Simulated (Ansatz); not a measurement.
# BN (F-43m) in Ansatz: settings compared

The runs below take BN through relaxation of cell and atoms, with LDA, PBE, PBEsol.

Program: Ansatz 0.2.0. These are calculated values, not measurements. Logs are shortened: lines on timing, memory, paths and dates and some standing lists are left out, and cuts for length are marked.

## Step 1: The crystal as given

The structure is cubic, space group F-43m (No. 216). The conventional cell has a = 3.626 Å, b = 3.626 Å, c = 3.626 Å, α = 90.00°, β = 90.00°, γ = 90.00°. N (site symmetry -43m) has 4 B at 1.57 Å as nearest neighbours. B (site symmetry -43m) is surrounded by 4 N at 1.57 Å.

The cell is a database's computed one.

## Step 2: Relaxation of cell and atoms, LDA

input.yaml reads:

```yaml
crystal:
  lattice:
    - [0.0, 1.813001, 1.813001]
    - [1.813001, 0.0, 1.813001]
    - [1.813001, 1.813001, 0.0]
  atoms:
    - { symbol: "N", position: [0.25, 0.25, 0.25] }
    - { symbol: B, position: [0.0, 0.0, 0.0] }
kpoints:
  mp_grid: { grid: [13, 13, 13] }
scf:
  occupations: { method: fermi_dirac, width: 0.05 }
hamiltonian:
  xc: lda
  pseudopotentials: { kind: all_electron, lapw: { basis_error: 0.001 } }
output:
  forces: true
  stress: true
relax:
  f_tol: 0.02
  max_steps: 60
  cell: {}
```

Potentials or basis: all-electron LAPW, scalar-relativistic.

Started as:

```console
$ ansatz run input.yaml --threads 1 --pin off --max-ram 3072MiB --backend cpu --events-out ev --progress --plain --runs-dir out
```

The program printed:

```text
Warning: RAYON_NUM_THREADS=1 ignored (pool sized by the plan → 1); use --threads N
The last accepted step is kept in <dir> (removed where the run ends without a failure and the disk answers)
LAPW: plane waves up to 11.181 Å⁻¹, error target 1.0e-3 eV per atom; small_component_spin mean_spin; B in spheres of 0.719 Å, 5 of its electrons in bands, Dirac shells []; N in spheres of 0.804 Å, 7 of its electrons in bands, Dirac shells [] (how accurate: hamiltonian.pseudopotentials.lapw.basis_error, Limitations)
Engine: ansatz 0.2.0, aarch64-unknown-linux-gnu
Pseudopotentials: kind: all_electron
Pseudopotential: N, LAPW, valence charge 7, lapw/all_electron/scalar/gaussian/N, Koelling and Harmon's equation, gaussian nucleus
Pseudopotential: B, LAPW, valence charge 5, lapw/all_electron/scalar/gaussian/B, Koelling and Harmon's equation, gaussian nucleus
Functional definition: SPW92
  exchange = slater_x
  correlation = pw_c
Crystal: 2 atoms, lattice volume = 11.919 Å³
Basis set: ecut = 476.3003085152134 eV, 283 PW (Γ), exchange–correlation at level 2
Bands: 10, of which v1, the nominal top of the filled ones, is band 6 counted from 1 (5 counted from 0)
Symmetry: 24 space group operations
Space group: F-43m (ITA 216), of the structure as read, at distance tolerance 2.3e-5 Å
k-points: 84 of 2197 (time reversal used)
Non-local potential: N, projectors of the file, none
Non-local potential: B, projectors of the file, none
Initial density: superposition of atomic densities (chi_scale 0.1, normalization cell, long waves kept (reshape's long-wave potential 0.00 eV rms))
Initial wavefunctions: plane waves of lowest kinetic energy (no species holds an atomic orbital)
Functional: x = slater, c = lda
iter 1 solved again at ethr=1.92e-2 eV; its pass at ethr=1.00e-1 eV (dr2=2.30e0 eV) is discarded
SCF iter   1: F=—  HF=-2153.997026 eV  |F-HF|=—  |Δ(HF+E_count)|=         —  Δρ=1.55e-1  dr2=2.30e0  ethr=1.92e-2  ⟨swp⟩=2.0  Hψ=6003  notcnv=0
preconditioner: auto → none  [insulator: Δε(μ)=6.180 eV  Ē_g=20.239 eV  σ=0.050 eV  W_gap=1.00  n_scr=0 (ndim 8)  ℏωp=30.4 eV  f_vac=0.000  D(μ)=0.00/eV (n_scr^D=0)  ε∞_Penn≈3.3]
SCF iter   2: F=—  HF=-2153.059467 eV  |F-HF|=—  |Δ(HF+E_count)|=   9.38e-1  Δρ=5.50e-2  dr2=2.35e-1  ethr=1.92e-2  ⟨swp⟩=2.7  Hψ=2686  notcnv=0
SCF iter   3: F=—  HF=-2152.953187 eV  |F-HF|=—  |Δ(HF+E_count)|=   1.06e-1  Δρ=2.37e-2  dr2=4.63e-2  ethr=1.96e-3  ⟨swp⟩=2.4  Hψ=2556  notcnv=0
iter 4 solved again at ethr=3.15e-5 eV; its pass at ethr=3.86e-4 eV (dr2=3.78e-3 eV) is discarded
SCF iter   4: F=—  HF=-2152.939159 eV  |F-HF|=—  |Δ(HF+E_count)|=   1.40e-2  Δρ=6.80e-3  dr2=3.78e-3  ethr=3.15e-5  ⟨swp⟩=2.0  Hψ=4155  notcnv=0
SCF iter   5: F=—  HF=-2152.938062 eV  |F-HF|=—  |Δ(HF+E_count)|=   1.10e-3  Δρ=9.21e-4  dr2=6.65e-5  ethr=3.15e-5  ⟨swp⟩=2.3  Hψ=2215  notcnv=0
SCF iter   6: F=—  HF=-2152.938046 eV  |F-HF|=—  |Δ(HF+E_count)|=   1.61e-5  Δρ=5.49e-5  dr2=2.41e-7  ethr=5.54e-7  ⟨swp⟩=2.3  Hψ=2182  notcnv=0
SCF iter   7: F=-2152.938046 eV  HF=-2152.938046 eV  |F-HF|=9.55e-12  |Δ(HF+E_count)|=   2.61e-8  Δρ=2.34e-6  dr2=4.01e-10  ethr=2.01e-9  ⟨swp⟩=2.9  Hψ=2267  notcnv=0
SCF 1 converged in 7 iterations: F = -2152.938046 eV  dr2 = 4.01e-10
relax step   1: F+E_penalty+E_count = -2152.93804582 eV  Δ(F+E_penalty+E_count) = +0.000e0 eV  max|allowed force component| = 1.573e-16 eV/Å  Δτ_max = 0.0000 Å  P = -14.095 GPa  Ω = 11.919 Å³  (7 SCF iters, accepted)
Crystal: 2 atoms, lattice volume = 11.662 Å³
Basis set: ecut = 483.2495480607269 eV, 283 PW (Γ), exchange–correlation at level 2
Initial density: handed on by an earlier stage of this run
Initial wavefunctions: those handed on with the density
iter 1 solved again at ethr=4.71e-6 eV; its pass at ethr=1.00e-1 eV (dr2=5.65e-4 eV) is discarded
SCF iter   1: F=—  HF=-2152.954630 eV  |F-HF|=—  |Δ(HF+E_count)|=         —  Δρ=2.24e-3  dr2=5.26e-4  ethr=4.71e-6  ⟨swp⟩=3.0  Hψ=4506  notcnv=0
preconditioner: auto → none  [insulator: Δε(μ)=4.464 eV  Ē_g=20.025 eV  σ=0.050 eV  W_gap=1.00  n_scr=0 (ndim 8)  ℏωp=30.8 eV  f_vac=0.000  D(μ)=0.00/eV (n_scr^D=0)  ε∞_Penn≈3.4]
SCF iter   2: F=—  HF=-2152.954385 eV  |F-HF|=—  |Δ(HF+E_count)|=   2.45e-4  Δρ=9.25e-4  dr2=8.99e-5  ethr=4.38e-6  ⟨swp⟩=2.4  Hψ=2175  notcnv=0
iter 3 solved again at ethr=7.10e-8 eV; its pass at ethr=7.49e-7 eV (dr2=8.52e-6 eV) is discarded
SCF iter   3: F=—  HF=-2152.954358 eV  |F-HF|=—  |Δ(HF+E_count)|=   2.72e-5  Δρ=3.10e-4  dr2=8.51e-6  ethr=7.10e-8  ⟨swp⟩=2.0  Hψ=3771  notcnv=0
SCF iter   4: F=—  HF=-2152.954353 eV  |F-HF|=—  |Δ(HF+E_count)|=   4.52e-6  Δρ=5.67e-5  dr2=1.05e-7  ethr=7.09e-8  ⟨swp⟩=2.4  Hψ=2184  notcnv=0
SCF iter   5: F=-2152.954353 eV  HF=-2152.954353 eV  |F-HF|=3.18e-11  |Δ(HF+E_count)|=   2.85e-8  Δρ=1.41e-6  dr2=1.05e-10  ethr=8.74e-10  ⟨swp⟩=2.0  Hψ=2091  notcnv=0
SCF 2 converged in 5 iterations: F = -2152.954353 eV  dr2 = 1.05e-10
relax step   2: F+E_penalty+E_count = -2152.95435317 eV  Δ(F+E_penalty+E_count) = -1.631e-2 eV  max|allowed force component| = 2.429e-17 eV/Å  Δτ_max = 0.0000 Å  P = -6.168 GPa  Ω = 11.662 Å³  (5 SCF iters, accepted)
Crystal: 2 atoms, lattice volume = 11.471 Å³
Basis set: ecut = 488.62161148336077 eV, 283 PW (Γ), exchange–correlation at level 2
iter 1 solved again at ethr=2.83e-6 eV; its pass at ethr=1.00e-1 eV (dr2=3.40e-4 eV) is discarded
SCF iter   1: F=—  HF=-2152.958060 eV  |F-HF|=—  |Δ(HF+E_count)|=         —  Δρ=1.73e-3  dr2=3.07e-4  ethr=2.83e-6  ⟨swp⟩=3.0  Hψ=4499  notcnv=0
preconditioner: auto → none  [insulator: Δε(μ)=4.480 eV  Ē_g=20.266 eV  σ=0.050 eV  W_gap=1.00  n_scr=0 (ndim 8)  ℏωp=31.0 eV  f_vac=0.000  D(μ)=0.00/eV (n_scr^D=0)  ε∞_Penn≈3.3]
SCF iter   2: F=—  HF=-2152.957918 eV  |F-HF|=—  |Δ(HF+E_count)|=   1.43e-4  Δρ=7.14e-4  dr2=5.22e-5  ethr=2.56e-6  ⟨swp⟩=2.4  Hψ=2173  notcnv=0
iter 3 solved again at ethr=3.90e-8 eV; its pass at ethr=4.35e-7 eV (dr2=4.68e-6 eV) is discarded
SCF iter   3: F=—  HF=-2152.957902 eV  |F-HF|=—  |Δ(HF+E_count)|=   1.58e-5  Δρ=2.33e-4  dr2=4.68e-6  ethr=3.90e-8  ⟨swp⟩=2.0  Hψ=3762  notcnv=0
SCF iter   4: F=-2152.957899 eV  HF=-2152.957899 eV  |F-HF|=1.25e-8  |Δ(HF+E_count)|=   2.46e-6  Δρ=4.35e-5  dr2=6.01e-8  ethr=3.90e-8  ⟨swp⟩=2.4  Hψ=2184  notcnv=0
SCF 3 converged in 4 iterations: F = -2152.957899 eV  dr2 = 6.01e-8
relax step   3: F+E_penalty+E_count = -2152.95789931 eV  Δ(F+E_penalty+E_count) = -3.546e-3 eV  max|allowed force component| = 9.252e-17 eV/Å  Δτ_max = 0.0000 Å  P = +0.329 GPa  Ω = 11.471 Å³  (4 SCF iters, accepted)
Crystal: 2 atoms, lattice volume = 11.480 Å³
Basis set: ecut = 488.35013829932484 eV, 283 PW (Γ), exchange–correlation at level 2
iter 1 solved again at ethr=5.43e-9 eV; its pass at ethr=1.00e-1 eV (dr2=6.52e-7 eV) is discarded
SCF iter   1: F=—  HF=-2152.957909 eV  |F-HF|=—  |Δ(HF+E_count)|=         —  Δρ=9.25e-5  dr2=6.99e-7  ethr=5.43e-9  ⟨swp⟩=4.0  Hψ=4683  notcnv=0
preconditioner: auto → none  [insulator: Δε(μ)=4.463 eV  Ē_g=20.252 eV  σ=0.050 eV  W_gap=1.00  n_scr=0 (ndim 8)  ℏωp=31.0 eV  f_vac=0.000  D(μ)=0.00/eV (n_scr^D=0)  ε∞_Penn≈3.3]
SCF iter   2: F=—  HF=-2152.957909 eV  |F-HF|=—  |Δ(HF+E_count)|=   4.38e-7  Δρ=3.61e-5  dr2=1.10e-7  ethr=5.43e-9  ⟨swp⟩=2.4  Hψ=2183  notcnv=0
iter 3 solved again at ethr=7.81e-11 eV; its pass at ethr=9.13e-10 eV (dr2=9.37e-9 eV) is discarded
SCF iter   3: F=-2152.957909 eV  HF=-2152.957909 eV  |F-HF|=1.37e-8  |Δ(HF+E_count)|=   5.18e-8  Δρ=1.07e-5  dr2=9.36e-9  ethr=7.81e-11  ⟨swp⟩=2.0  Hψ=3762  notcnv=0
SCF 4 converged in 3 iterations: F = -2152.957909 eV  dr2 = 9.36e-9
relax step   4: F+E_penalty+E_count = -2152.95790881 eV  Δ(F+E_penalty+E_count) = -9.507e-6 eV  max|allowed force component| = 2.128e-16 eV/Å  Δτ_max = 0.0000 Å  P = -0.006 GPa  Ω = 11.480 Å³  (3 SCF iters, accepted)
iter 1 solved again at ethr=7.80e-11 eV; its pass at ethr=1.00e-1 eV (dr2=9.35e-9 eV) is discarded
SCF iter   1: F=—  HF=-2152.957909 eV  |F-HF|=—  |Δ(HF+E_count)|=         —  Δρ=1.07e-5  dr2=9.36e-9  ethr=7.80e-11  ⟨swp⟩=3.1  Hψ=4119  notcnv=0
preconditioner: auto → none  [insulator: Δε(μ)=4.464 eV  Ē_g=20.252 eV  σ=0.050 eV  W_gap=1.00  n_scr=0 (ndim 8)  ℏωp=31.0 eV  f_vac=0.000  D(μ)=0.00/eV (n_scr^D=0)  ε∞_Penn≈3.3]
SCF iter   2: F=-2152.957909 eV  HF=-2152.957909 eV  |F-HF|=1.09e-9  |Δ(HF+E_count)|=   3.78e-9  Δρ=3.52e-6  dr2=1.02e-9  ethr=7.80e-11  ⟨swp⟩=2.8  Hψ=2228  notcnv=0
SCF 5 converged in 2 iterations: F = -2152.957909 eV  dr2 = 1.02e-9
relax step   5: F+E_penalty+E_count = -2152.95790897 eV  Δ(F+E_penalty+E_count) = -1.551e-7 eV  max|allowed force component| = 2.313e-16 eV/Å  Δτ_max = 0.0000 Å  P = -0.009 GPa  Ω = 11.480 Å³  stress off target by 8.68e-3 GPa  SCF on the basis re-selected at this cell (its energy is not comparable with the rows above)  (2 SCF iters)
basis re-selected at this cell: Δ(F+E_penalty+E_count) = -1.551e-7 eV, ΔP = -0.003 GPa vs the last step (what re-selecting the basis moved, after the strain that the cell walked since its last selection, with what the two solves' SCF thresholds leave and, on support functions, any second-order correction that the steps lacked; it is no measure of the basis error at this ecutwfc). This SCF's stress stands 8.68e-3 GPa from its target on what of the cell is left free (relax.cell.stress_tol is 5.00e-2 GPa) and its largest allowed force component is 2.31e-16 eV/Å (relax.f_tol is 2.00e-2 eV/Å): within both
SCF converged after 2 iterations
Free energy (F): -2152.957909 eV
Harris-Foulkes:  -2152.957909 eV  (|F-HF|=1.09e-9)
Internal energy: -2152.957909 eV  (E = F + TS)
E sigma→0 (E₀):  -2152.957909 eV
Fermi energy:    13.900162 eV
--- Per-component energies (eV) ---
  E_band       = -1007.362616
  E_kinetic    = 2140.866413
  E_xc         = -284.007505
  E_electrostatic = -4009.816817  (all electrons and nuclei)
  E_smearing   = -0.000000  (= −TS)
  E_closure    = 0.000000  (closes the sum)
  E_atoms      = -2133.513677  (free atoms, spherical and without spin; not in F)
  Σ components = -2152.957909   (vs F -2152.957909, Δ=0.00e0)
  Basis errors (estimates in eV, not in F): energy 5.1e-4 per atom: plane waves 4.9e-4 (3.1e-4 summed), levels above the bands 1.9e-78, relativity 8.5e-9, radial functions 1.8e-5, core shells 0.0e0; eigenvalues (radial functions only) 3.5e-6; not estimated: angular momenta, meshes, grids; target (lapw.basis_error) 1.0e-3; muffin-tin radii B 0.710 Å, N 0.794 Å
--- Forces (eV/Å), atoms counted from 1 ---
  atom   1  N     -0.00000000    -0.00000000    -0.00000000
  atom   2  B      0.00000000    -0.00000000    -0.00000000
  max |Σ_I F_I| component: 4.63e-17 eV/Å
--- Stress (GPa, compression-positive) ---
       -0.008683      -0.000000      -0.000000
       -0.000000      -0.008683      -0.000000
       -0.000000      -0.000000      -0.008683
  P = ⅓ Tr σ = -0.0087 GPa (-0.087 kbar)
--- Relaxed structure (4 steps of the walk, 4 accepted, 1 SCFs on fresh bases) ---
  F+E_penalty+E_count = -2152.95790897 eV   max|allowed force component| = 2.313e-16 eV/Å   (the final SCF, on the basis selected at the relaxed cell)
  cell:  # Å, volume = 11.4802 Å³
    - [-7.197212996465021e-34, 1.790493783596553, 1.790493783596553]
    - [1.790493783596553, -5.859677837829928e-34, 1.790493783596553]
    - [1.790493783596553, 1.790493783596553, -6.36921504111941e-36]
  atoms:
    - { symbol: N, position: [0.25, 0.25, 0.25] }
    - { symbol: B, position: [-2.4620746935729763e-35, -4.177227850893477e-35, 6.362664938447021e-36] }
```

It took 25 s on 1 thread of Arm Neoverse V2, shared host; peak memory 0.27 GiB.

What came out:

| Quantity | Value |
| --- | --- |
| Free energy | -2152.9579 eV |
| Relaxed volume | 5.74 Å³/atom |
| Relaxed cell | a = 2.532 Å, b = 2.532 Å, c = 2.532 Å, α = 60.00°, β = 60.00°, γ = 60.00° |
| Space group after relaxing (to 0.05 Å) | F-43m (No. 216) |
| Energy gained by relaxing | 9.9 meV/atom |
| Ionic steps | 5 |
| Pressure after relaxing | 0.0 GPa |
| Band gap on the k mesh | 4.46 eV |

Step by step:
| step | energy change (eV) | largest force (eV/Å) | volume (Å³) |
| --- | --- | --- | --- |
| 1 | 0.0000 | 0.0000 | 11.92 |
| 2 | -0.0163 | 0.0000 | 11.66 |
| 3 | -0.0199 | 0.0000 | 11.47 |
| 4 | -0.0199 | 0.0000 | 11.48 |
| 5 | -0.0199 | 0.0000 | 11.48 |

Final structure:
```
N B
1.0
     0.00000    1.79049    1.79049
     1.79049    0.00000    1.79049
     1.79049    1.79049    0.00000
N B
1 1
Direct
  0.25000 0.25000 0.25000
  0.00000 0.00000 0.00000
```

Caveat: an odd mesh through Γ misses points on the zone boundary, where band edges often lie.

## Step 3: Relaxation of cell and atoms, PBE

Edit input.yaml of step 2 so:

```diff
@@ -13,3 +13,3 @@
 hamiltonian:
-  xc: lda
+  xc: pbe
   pseudopotentials: { kind: all_electron, lapw: { basis_error: 0.001 } }
```

Potentials or basis: all-electron LAPW, scalar-relativistic.

Started as:

```console
$ ansatz run input.yaml --threads 1 --pin off --max-ram 3072MiB --backend cpu --events-out ev --progress --plain --runs-dir out
```

Wall time 19 s (1 thread of Arm Neoverse V2, shared host); peak memory 0.27 GiB.

It converged, with:

```yaml
Free_energy: -2168.6899 eV
Relaxed_volume: 5.95 Å³/atom
Relaxed_cell: a = 2.563 Å, b = 2.563 Å, c = 2.563 Å, α = 60.00°, β = 60.00°, γ = 60.00°
Space_group_after_relaxing_to_0.05_Å: F-43m (No. 216)
Energy_gained_by_relaxing: 0.0 meV/atom
Ionic_steps: 4
Pressure_after_relaxing: 0.0 GPa
Band_gap_on_the_k_mesh: 4.53 eV
```

Final structure:
```
N B
1.0
     0.00000    1.81233    1.81233
     1.81233    0.00000    1.81233
     1.81233    1.81233    0.00000
N B
1 1
Direct
  0.25000 0.25000 0.25000
  0.00000 0.00000 0.00000
```

Caveat: an odd mesh through Γ misses points on the zone boundary, where band edges often lie.

## Step 4: Relaxation of cell and atoms, PBEsol

Edit input.yaml of step 3 so:

```diff
@@ -13,3 +13,3 @@
 hamiltonian:
-  xc: pbe
+  xc: pbesol
   pseudopotentials: { kind: all_electron, lapw: { basis_error: 0.001 } }
```

Started as:

```console
$ ansatz run input.yaml --threads 1 --pin off --max-ram 3072MiB --backend cpu --events-out ev --progress --plain --runs-dir out
```

Run time: 24 s. Hardware: 1 thread of Arm Neoverse V2, shared host; peak memory 0.27 GiB.

The run converged. Its results:

| Property | Result |
| --- | --- |
| Free energy | -2160.2600 eV |
| Relaxed volume | 5.86 Å³/atom |
| Relaxed cell | a = 2.550 Å, b = 2.550 Å, c = 2.550 Å, α = 60.00°, β = 60.00°, γ = 60.00° |
| Space group after relaxing (to 0.05 Å) | F-43m (No. 216) |
| Energy gained by relaxing | 2.0 meV/atom |
| Ionic steps | 5 |
| Pressure after relaxing | 0.0 GPa |
| Band gap on the k mesh | 4.37 eV |

Step by step:
| step | energy change (eV) | largest force (eV/Å) | volume (Å³) |
| --- | --- | --- | --- |
| 1 | 0.0000 | 0.0000 | 11.92 |
| 2 | -0.0032 | 0.0000 | 11.80 |
| 3 | -0.0039 | 0.0000 | 11.72 |
| 4 | -0.0039 | 0.0000 | 11.72 |
| 5 | -0.0039 | 0.0000 | 11.72 |

Final structure:
```yaml
crystal:
  lattice:
    - [0.00000, 1.80288, 1.80288]
    - [1.80288, 0.00000, 1.80288]
    - [1.80288, 1.80288, 0.00000]
  atoms:
    - { symbol: N, position: [0.25000, 0.25000, 0.25000] }
    - { symbol: B, position: [0.00000, 0.00000, 0.00000] }
```

Caveat: an odd mesh through Γ misses points on the zone boundary, where band edges often lie.

## Step 5: The runs side by side

| level | gap on the mesh (eV) | pressure (GPa) | relaxed volume (Å³/atom) |
| --- | --- | --- | --- |
| LDA | 4.46 | 0.0 | 5.74 |
| PBE | 4.53 | 0.0 | 5.95 |
| PBEsol | 4.37 | 0.0 | 5.86 |

Alike in all rows: task relaxation of cell and atoms; potentials or basis all-electron LAPW, scalar-relativistic; no spin polarisation; cell relaxed; k mesh 13 × 13 × 13; smearing fermi-dirac 0.05 eV; basis error allowed 0.001 eV/atom.

Caveats: an odd mesh through Γ misses points on the zone boundary, where band edges often lie.

Compare energies only between runs with the same functional and basis.
